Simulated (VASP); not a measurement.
Input of a VASP 6.6.1 run:

Contents of INCAR:

```
SYSTEM = Ta
PREC = Accurate
ENCUT = 600
EDIFF = 1E-7
ISMEAR = 0
SIGMA = 0.1
LREAL = .False.
LASPH = .True.
NELM = 100
ALGO = Normal
ISIF = 3
LWAVE = .False.
LCHARG = .False.
GGA = PE
IBRION = 2
NSW = 90
EDIFFG = -0.04
```

The input KPOINTS:

```
regular mesh
0
Gamma
  9 9 6
  0 0 0
```

The input POSCAR:

```
Ta
1.0
    2.8775185876      0.0000000000      0.0000000000
   -1.4387592938      2.4920041967      0.0000000000
    0.0000000000      0.0000000000      2.7411134441
Ta
1
Direct
    0.0000000000      0.0000000000      0.5000000000
```

Potentials or basis: VASP PAW PBE potentials, release 64 (Ta_pv).

The run is started by

```bash
$ cat potpaw_PBE.64/Ta_pv/POTCAR > POTCAR
$ mpirun -np 1 vasp_std > vasp.out
```

(1) Predict the relaxed cell.

(2) Predict the relaxed volume.

## Answers

(1) a = 2.903 Å, b = 2.903 Å, c = 2.726 Å, α = 90.00°, β = 90.00°, γ = 120.00°.

(2) 19.89 Å³/atom.

Caveat: the k mesh is coarse (spacing up to 0.38 Å⁻¹), so the values aren't converged.
